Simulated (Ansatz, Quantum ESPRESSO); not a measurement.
# AlFe in the B2 ordering: electron–phonon coupling with Quantum ESPRESSO, part 2 of 6

Each step names its level of theory.

So far. Step 2 (Relaxation): The largest force is now zero by symmetry and the largest stress component 0.026 GPa. Step 3 (Ground state with pw.x): With these potentials, mesh and smearing the cell is at 0.061 GPa. The relaxed cell has a = 2.875 Å (conventional setting).

The structure was built from a prototype and need not be the compound's stable phase.

**4. Phonons and couplings with ph.x: Methfessel–Paxton smearing of 0.2 eV**

Level of this step: DFT PBE, scalar-relativistic, plane waves, GBRV ultrasoft pseudopotentials (Quantum ESPRESSO).

ph.x gives each mode's frequency and linewidth; λ of a mode follows from Gaussian double-delta sums over the k mesh, here at four widths.

File ph.in:

```
phonons and couplings
 &inputph
    prefix='x',
    outdir='./tmp',
    tr2_ph=1.0d-15,
    fildyn='x.dyn',
    fildvscf='dvscf',
    ldisp=.true.,
    nq1=2,
    nq2=2,
    nq3=2,
    electron_phonon='simple',
    el_ph_ngauss=0,
    el_ph_sigma=0.00734986,
    el_ph_nsigma=4,
    alpha_mix(1)=0.5,
    amass(1)=26.9815,
    amass(2)=55.845,
 /
```

Command:

```sh
> OMP_NUM_THREADS=1 mpirun -n 4 ph.x -nk 4 -in ph.in > ph.x.log
```

The program printed:

```text
[banner, memory and clock lines left out]
Program PHONON v.7.5

     ./tmp/x.save/

     IMPORTANT: XC functional enforced from input :
     Exchange-correlation= PBE
                           (   1   4   3   4   0   0   0)
     Any further DFT definition will be discarded
     Please, verify this is what you really want

     G-vector sticks info

     Check: negative core charge=   -0.000019
     Reading collected, re-writing distributed wavefunctions in ./tmp/

     Dynamical matrices for ( 2, 2, 2)  uniform grid of q-points
     (   4 q-points):
       N         xq(1)         xq(2)         xq(3)
       1   0.000000000   0.000000000   0.000000000
       2   0.000000000   0.000000000  -0.500000000
       3   0.000000000  -0.500000000  -0.500000000
       4  -0.500000000  -0.500000000  -0.500000000

     Number and degeneracy of irreps per q-point
       N         xq(1)         xq(2)         xq(3)   N irreps
       1   0.000000000   0.000000000   0.000000000       2
        3   3
       2   0.000000000   0.000000000  -0.500000000       4
        1   2   1   2
       3   0.000000000  -0.500000000  -0.500000000       4
        1   1   2   2
       4  -0.500000000  -0.500000000  -0.500000000       2
        3   3

     Saving dvscf to file. Distribute only q points, not irreducible representations.

     Calculation of q =    0.0000000   0.0000000   0.0000000

     phonons and couplings

     bravais-lattice index     =            1
     lattice parameter (alat)  =       5.4335  a.u.
     unit-cell volume          =     160.4096 (a.u.)^3
     number of atoms/cell      =            2
     number of atomic types    =            2
     kinetic-energy cut-off    =      52.0000  Ry
     charge density cut-off    =     416.0000  Ry
     convergence threshold     =      1.0E-15
     beta                      =       0.5000
     number of iterations used =            4
     Exchange-correlation= PBE
                           (   1   4   3   4   0   0   0)

     celldm(1)=    5.43346  celldm(2)=    0.00000  celldm(3)=    0.00000
     celldm(4)=    0.00000  celldm(5)=    0.00000  celldm(6)=    0.00000

     crystal axes: (cart. coord. in units of alat)
               a(1) = (  1.0000  0.0000  0.0000 )
               a(2) = (  0.0000  1.0000  0.0000 )
               a(3) = (  0.0000  0.0000  1.0000 )

     reciprocal axes: (cart. coord. in units 2 pi/alat)
               b(1) = (  1.0000  0.0000  0.0000 )
               b(2) = (  0.0000  1.0000  0.0000 )
               b(3) = (  0.0000  0.0000  1.0000 )

     Atoms inside the unit cell:

     Cartesian axes

     site n.  atom      mass           positions (alat units)
        1  Al     26.9815   tau(    1) = (    0.00000    0.00000    0.00000  )
        2  Fe     55.8450   tau(    2) = (    0.50000    0.50000    0.50000  )

     Computing dynamical matrix for
                    q = (   0.0000000   0.0000000   0.0000000 )

     49 Sym.Ops. (with q -> -q+G )

     G cutoff =  311.0908  (  22983 G-vectors)     FFT grid: ( 36, 36, 36)
     G cutoff =  155.5454  (   8217 G-vectors)  smooth grid: ( 25, 25, 25)

     number of k points=    70  Methfessel-Paxton smearing, width (Ry)=  0.0147

     PseudoPot. # 1 for Al read from file:
     ./pseudo/Al.upf
     Pseudo is Ultrasoft + core correction, Zval =  3.0
     Using radial grid of  893 points,  3 beta functions with:
                l(1) =   0
                l(2) =   1
                l(3) =   2
     Q(r) pseudized with  8 coefficients,  rinner =    0.900   0.900   0.900
                                                       0.900   0.900

     PseudoPot. # 2 for Fe read from file:
     ./pseudo/Fe.upf
     Pseudo is Ultrasoft + core correction, Zval = 16.0
     Using radial grid of  861 points,  6 beta functions with:
                l(1) =   0
                l(2) =   0
                l(3) =   1
                l(4) =   1
                l(5) =   2
                l(6) =   2
     Q(r) pseudized with  8 coefficients,  rinner =    1.000   1.000   1.000
                                                       1.000   1.000

     Mode symmetry, O_h (m-3m)  point group:

     Atomic displacements:
     There are    2 irreducible representations

     Representation     1      3 modes -  To be done

     Representation     2      3 modes -  To be done

     Alpha used in Ewald sum =   2.8000

     Representation #   1 modes #   1   2   3

     Self-consistent Calculation

     Pert. #  1: Fermi energy shift (Ry) =     0.0000E+00     0.0000E+00
     Pert. #  2: Fermi energy shift (Ry) =     0.0000E+00     0.0000E+00
     Pert. #  3: Fermi energy shift (Ry) =     0.0000E+00     0.0000E+00

      thresh= 1.000E-02 alpha_mix =  0.500 |ddv_scf|^2 =  6.409E-06

     Pert. #  1: Fermi energy shift (Ry) =     0.0000E+00     0.0000E+00
     Pert. #  2: Fermi energy shift (Ry) =     0.0000E+00     0.0000E+00
     Pert. #  3: Fermi energy shift (Ry) =     0.0000E+00     0.0000E+00

      thresh= 2.532E-04 alpha_mix =  0.500 |ddv_scf|^2 =  1.868E-07

     Pert. #  1: Fermi energy shift (Ry) =     0.0000E+00     0.0000E+00
     Pert. #  2: Fermi energy shift (Ry) =     0.0000E+00     0.0000E+00
     Pert. #  3: Fermi energy shift (Ry) =     0.0000E+00     0.0000E+00

      thresh= 4.322E-05 alpha_mix =  0.500 |ddv_scf|^2 =  5.460E-09

     Pert. #  1: Fermi energy shift (Ry) =     0.0000E+00     0.0000E+00
     Pert. #  2: Fermi energy shift (Ry) =     0.0000E+00     0.0000E+00
     Pert. #  3: Fermi energy shift (Ry) =     0.0000E+00     0.0000E+00

      thresh= 7.389E-06 alpha_mix =  0.500 |ddv_scf|^2 =  4.385E-11

     Pert. #  1: Fermi energy shift (Ry) =     0.0000E+00     0.0000E+00
     Pert. #  2: Fermi energy shift (Ry) =     0.0000E+00     0.0000E+00
     Pert. #  3: Fermi energy shift (Ry) =     0.0000E+00     0.0000E+00

      thresh= 6.622E-07 alpha_mix =  0.500 |ddv_scf|^2 =  1.282E-12

     Pert. #  1: Fermi energy shift (Ry) =     0.0000E+00     0.0000E+00
[...]
thresh= 1.132E-07 alpha_mix =  0.500 |ddv_scf|^2 =  7.662E-14

[...]
thresh= 2.768E-08 alpha_mix =  0.500 |ddv_scf|^2 =  1.047E-15

[...]
thresh= 3.236E-09 alpha_mix =  0.500 |ddv_scf|^2 =  4.293E-17

     End of self-consistent calculation

     Convergence has been achieved

     Representation #   2 modes #   4   5   6

     Self-consistent Calculation

[...]
thresh= 1.000E-02 alpha_mix =  0.500 |ddv_scf|^2 =  1.756E-08

[...]
thresh= 1.325E-05 alpha_mix =  0.500 |ddv_scf|^2 =  3.946E-09

[...]
thresh= 6.282E-06 alpha_mix =  0.500 |ddv_scf|^2 =  7.756E-11

[...]
k(    5) = (   0.0000000   0.0000000   0.2500000), wk =   0.0117188
        k(    6) = (  -0.5000000  -0.5000000  -0.2500000), wk =   0.0000000
        k(    7) = (   0.0000000   0.0000000   0.3750000), wk =   0.0117188
        k(    8) = (  -0.5000000  -0.5000000  -0.1250000), wk =   0.0000000
        k(    9) = (   0.0000000   0.0000000  -0.5000000), wk =   0.0058594
        k(   10) = (  -0.5000000  -0.5000000  -1.0000000), wk =   0.0000000
        k(   11) = (   0.0000000   0.1250000   0.1250000), wk =   0.0234375
        k(   12) = (  -0.5000000  -0.3750000  -0.3750000), wk =   0.0000000
        k(   13) = (   0.0000000   0.1250000   0.2500000), wk =   0.0468750
        k(   14) = (  -0.5000000  -0.3750000  -0.2500000), wk =   0.0000000
        k(   15) = (   0.0000000   0.1250000   0.3750000), wk =   0.0468750
        k(   16) = (  -0.5000000  -0.3750000  -0.1250000), wk =   0.0000000
[...]
k(   63) = (   0.3750000   0.3750000   0.3750000), wk =   0.0156250
        k(   64) = (  -0.1250000  -0.1250000  -0.1250000), wk =   0.0000000
        k(   65) = (   0.3750000   0.3750000  -0.5000000), wk =   0.0234375
        k(   66) = (  -0.1250000  -0.1250000  -1.0000000), wk =   0.0000000
        k(   67) = (   0.3750000  -0.5000000  -0.5000000), wk =   0.0117188
        k(   68) = (  -0.1250000  -1.0000000  -1.0000000), wk =   0.0000000
        k(   69) = (  -0.5000000  -0.5000000  -0.5000000), wk =   0.0019531
        k(   70) = (  -1.0000000  -1.0000000  -1.0000000), wk =   0.0000000

     Dense  grid:    22983 G-vectors     FFT dimensions: (  36,  36,  36)

     Smooth grid:     8217 G-vectors     FFT dimensions: (  25,  25,  25)

     Check: negative core charge=   -0.000019

     The potential is recalculated from file :
     ./tmp/_ph0/x.q_4/x.save/charge-density

     Starting wfcs are   17 atomic +    2 random wfcs

     Band Structure Calculation
     Davidson diagonalization with overlap

     ethr =  5.26E-11,  avg # of iterations = 13.5

     End of band structure calculation

     Number of k-points >= 100: set verbosity='high' to print the bands.

     the Fermi energy is    13.9107 ev

     Writing config to output data dir ./tmp/_ph0/x.q_4/x.save/ :
     XML data file

     phonons and couplings

     bravais-lattice index     =            1
     lattice parameter (alat)  =       5.4335  a.u.
     unit-cell volume          =     160.4096 (a.u.)^3
     number of atoms/cell      =            2
     number of atomic types    =            2
     kinetic-energy cut-off    =      52.0000  Ry
     charge density cut-off    =     416.0000  Ry
     convergence threshold     =      1.0E-15
     beta                      =       0.5000
     number of iterations used =            4
     Exchange-correlation= PBE
                           (   1   4   3   4   0   0   0)

     celldm(1)=    5.43346  celldm(2)=    0.00000  celldm(3)=    0.00000
     celldm(4)=    0.00000  celldm(5)=    0.00000  celldm(6)=    0.00000

     crystal axes: (cart. coord. in units of alat)
               a(1) = (  1.0000  0.0000  0.0000 )
               a(2) = (  0.0000  1.0000  0.0000 )
               a(3) = (  0.0000  0.0000  1.0000 )

     reciprocal axes: (cart. coord. in units 2 pi/alat)
               b(1) = (  1.0000  0.0000  0.0000 )
               b(2) = (  0.0000  1.0000  0.0000 )
               b(3) = (  0.0000  0.0000  1.0000 )

     Atoms inside the unit cell:

     Cartesian axes

     site n.  atom      mass           positions (alat units)
        1  Al     26.9815   tau(    1) = (    0.00000    0.00000    0.00000  )
        2  Fe     55.8450   tau(    2) = (    0.50000    0.50000    0.50000  )

     Computing dynamical matrix for
                    q = (  -0.5000000  -0.5000000  -0.5000000 )

     49 Sym.Ops. (with q -> -q+G )

     G cutoff =  311.0908  (  22983 G-vectors)     FFT grid: ( 36, 36, 36)
     G cutoff =  155.5454  (   8217 G-vectors)  smooth grid: ( 25, 25, 25)

     number of k points=   140  Methfessel-Paxton smearing, width (Ry)=  0.0147

     PseudoPot. # 1 for Al read from file:
     ./pseudo/Al.upf
     Pseudo is Ultrasoft + core correction, Zval =  3.0
     Using radial grid of  893 points,  3 beta functions with:
[...]
l(2) =   1
                l(3) =   2
     Q(r) pseudized with  8 coefficients,  rinner =    0.900   0.900   0.900
                                                       0.900   0.900

     PseudoPot. # 2 for Fe read from file:
     ./pseudo/Fe.upf
     Pseudo is Ultrasoft + core correction, Zval = 16.0
     Using radial grid of  861 points,  6 beta functions with:
                l(1) =   0
                l(2) =   0
                l(3) =   1
                l(4) =   1
                l(5) =   2
                l(6) =   2
     Q(r) pseudized with  8 coefficients,  rinner =    1.000   1.000   1.000
                                                       1.000   1.000

     Mode symmetry, O_h (m-3m)  point group:

     Atomic displacements:
     There are    2 irreducible representations

     Representation     1      3 modes -  To be done

     Representation     2      3 modes -  To be done

     Alpha used in Ewald sum =   2.8000

     Representation #   1 modes #   1   2   3

     Self-consistent Calculation

[...]
End of self-consistent calculation

     Convergence has been achieved

     Representation #   2 modes #   4   5   6

     Self-consistent Calculation

      thresh= 1.000E-02 alpha_mix =  0.500 |ddv_scf|^2 =  3.512E-08

      thresh= 1.874E-05 alpha_mix =  0.500 |ddv_scf|^2 =  3.986E-09

      thresh= 6.313E-06 alpha_mix =  0.500 |ddv_scf|^2 =  7.752E-10

      thresh= 2.784E-06 alpha_mix =  0.500 |ddv_scf|^2 =  2.447E-12

      thresh= 1.564E-07 alpha_mix =  0.500 |ddv_scf|^2 =  2.071E-13

      thresh= 4.551E-08 alpha_mix =  0.500 |ddv_scf|^2 =  1.603E-14

      thresh= 1.266E-08 alpha_mix =  0.500 |ddv_scf|^2 =  6.050E-15

      thresh= 7.778E-09 alpha_mix =  0.500 |ddv_scf|^2 =  2.876E-16

     End of self-consistent calculation

     Convergence has been achieved

     Number of q in the star =    1
     List of q in the star:
          1  -0.500000000  -0.500000000  -0.500000000

     Diagonalizing the dynamical matrix

     q = (   -0.500000000  -0.500000000  -0.500000000 )

 **************************************************************************
     freq (    1) =       6.649183 [THz] =     221.792862 [cm-1]
     freq (    2) =       6.649183 [THz] =     221.792862 [cm-1]
     freq (    3) =       6.649183 [THz] =     221.792862 [cm-1]
     freq (    4) =      10.298801 [THz] =     343.531032 [cm-1]
     freq (    5) =      10.298801 [THz] =     343.531032 [cm-1]
     freq (    6) =      10.298801 [THz] =     343.531032 [cm-1]
 **************************************************************************

     Mode symmetry, O_h (m-3m)  point group:

     freq (   1-   3) =        221.8  [cm-1]   --> T_2g G_25' G_5+
     freq (   4-   6) =        343.5  [cm-1]   --> T_1u G_15  G_4-

     Gaussian Broadening:   0.007 Ry, ngauss=   0
     DOS = 14.701076 states/spin/Ry/Unit Cell at Ef= 13.913804 eV
     double delta at Ef =474.463485
[...]
Gaussian Broadening:   0.015 Ry, ngauss=   0
     DOS = 15.471765 states/spin/Ry/Unit Cell at Ef= 13.924607 eV
     double delta at Ef =852.882259
[...]
Gaussian Broadening:   0.022 Ry, ngauss=   0
     DOS = 15.175560 states/spin/Ry/Unit Cell at Ef= 13.940146 eV
     double delta at Ef =803.808146
[...]
lambda(    5)=  0.0480   gamma=   73.77 GHz
     lambda(    6)=  0.0480   gamma=   73.77 GHz

     Gaussian Broadening:   0.029 Ry, ngauss=   0
     DOS = 14.785921 states/spin/Ry/Unit Cell at Ef= 13.960306 eV
     double delta at Ef =696.616807
     lambda(    1)=  0.1718   gamma=  107.27 GHz
     lambda(    2)=  0.1718   gamma=  107.27 GHz
     lambda(    3)=  0.1718   gamma=  107.27 GHz
     lambda(    4)=  0.0421   gamma=   63.04 GHz
     lambda(    5)=  0.0421   gamma=   63.04 GHz
     lambda(    6)=  0.0421   gamma=   63.04 GHz
```

Wall time 5 min (4 MPI ranks of Arm Neoverse V1, shared host).

This step gave:

```
highest frequency, solved or plainly interpolated : 381.6 cm⁻¹
omega log against width                           : 17.02, 17.74, 18.06, 18.33 meV, at widths 0.1 to 0.4 eV
```

As ph.x prints them, no sum rule imposed; at the zone centre the sum is no linewidth. Double-delta sums:

```
  q1    q2    q3  star  mode  omega (meV)  lambda_q, sigma 0.1 eV  lambda_q, sigma 0.2 eV  lambda_q, sigma 0.3 eV  lambda_q, sigma 0.4 eV  half width at sigma 0.2 (meV)
   0     0     0     1     1       0.6419                       0                       0                       0                       0                        4.14e-5
   0     0     0     1     2       0.6419                       0                       0                       0                       0                        4.14e-5
   0     0     0     1     3       0.6419                       0                       0                       0                       0                        4.14e-5
   0     0     0     1     4         42.9                 5.00e-4                 6.00e-4                 6.00e-4                 7.00e-4                       0.003639
   0     0     0     1     5         42.9                 5.00e-4                 6.00e-4                 6.00e-4                 7.00e-4                       0.003639
   0     0     0     1     6         42.9                 5.00e-4                 6.00e-4                 6.00e-4                 7.00e-4                       0.003639
   0     0  -0.5     3     1        26.41                  0.2742                  0.1981                  0.1563                  0.1267                         0.4936
   0     0  -0.5     3     2        27.03                  0.0355                  0.0485                   0.043                  0.0356                         0.1267
   0     0  -0.5     3     3        27.03                  0.0355                  0.0485                   0.043                  0.0356                         0.1267
   0     0  -0.5     3     4         31.3                  0.4025                  0.3742                  0.3351                  0.3111                           1.31
   0     0  -0.5     3     5         34.7                  0.0236                  0.0419                  0.0461                  0.0443                           0.18
   0     0  -0.5     3     6         34.7                  0.0236                  0.0419                  0.0461                  0.0443                           0.18
   0  -0.5  -0.5     3     1        12.85                   1.033                  0.9346                   0.778                   0.639                         0.5511
   0  -0.5  -0.5     3     2        12.85                   1.033                  0.9346                   0.778                   0.639                         0.5511
   0  -0.5  -0.5     3     3        32.27                  0.0083                   0.019                  0.0219                  0.0207                        0.07076
   0  -0.5  -0.5     3     4        35.64                  0.0223                   0.015                  0.0113                  0.0089                        0.06803
   0  -0.5  -0.5     3     5        47.31                   0.026                  0.0257                  0.0216                  0.0181                         0.2054
   0  -0.5  -0.5     3     6        47.31                   0.026                  0.0257                  0.0216                  0.0181                         0.2054
-0.5  -0.5  -0.5     1     1         27.5                  0.1001                  0.2298                  0.2089                  0.1718                         0.6208
-0.5  -0.5  -0.5     1     2         27.5                  0.1001                  0.2298                  0.2089                  0.1718                         0.6208
-0.5  -0.5  -0.5     1     3         27.5                  0.1001                  0.2298                  0.2089                  0.1718                         0.6208
-0.5  -0.5  -0.5     1     4        42.59                  0.0291                  0.0484                   0.048                  0.0421                         0.3136
-0.5  -0.5  -0.5     1     5        42.59                  0.0291                  0.0484                   0.048                  0.0421                         0.3136
-0.5  -0.5  -0.5     1     6        42.59                  0.0291                  0.0484                   0.048                  0.0421                         0.3136
```

Mean over the q mesh without its centre; few wavevectors enter, so none of the widths can be taken as converged. Coupling constant λ, lambda against Gaussian width:

```
Gaussian width (eV)  coupling constant λ, lambda
              0.100                         1.32
              0.200                         1.28
              0.300                         1.10
              0.400                        0.924
```

λ runs from 1.32 at 0.1 eV to 0.924 at 0.4 eV.

(Part 2 of 6 ends here.)

[Logs are printed without paths, hosts, clocks, repeated set-up lines and the standing remarks that a program may print on its own settings, such as how far it seeks lower states.]

[Hosts, paths, dates, database ids (printed as entryN), source tags and the programs' standing remarks are cut or masked in the printed files.]
